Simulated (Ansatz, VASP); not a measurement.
## HfB: VASP beside Ansatz

```
Hf B
1.0
     0.00000    2.26284    2.26284
     2.26284    0.00000    2.26284
     2.26284    2.26284    0.00000
Hf B
1 1
Direct
  0.50000 0.50000 0.50000
  0.00000 0.00000 0.00000
```

Change from the starting cell: volume scaled by 0.94.

Alike in both runs: task single point; functional PBEsol; k mesh 10 × 10 × 10; occupations fermi-dirac, width 0.05 eV; no spin polarisation.

```csv
,VASP,Ansatz
version,VASP 6.6.1,Ansatz 0.2.0
potentials or method,"VASP PAW PBE potentials, release 64 (Hf_pv, B)",Ansatz PAW
plane-wave cutoff (eV),520,420
valence electrons in the cell,13,29
```

Ansatz gave:

* gap on the k mesh at the Fermi level (eV): none
* pressure (GPa): 41.3

Estimate VASP's values.

gap on the k mesh at the Fermi level (eV): none; pressure (GPa): 43.0.

A gap of «none» marks a metal or a gap that the smearing closes. The two sets of potentials don't hold the same shells in valence.

Caveats: the PAW data sets were made with another functional, which shifts forces and pressure a little (VASP); the PAW data sets come from PBE, with cores solved anew for the run's functional, which leaves a small shift of forces and pressure (Ansatz). The runs have no spin-orbit coupling, so splittings on Hf are missing.
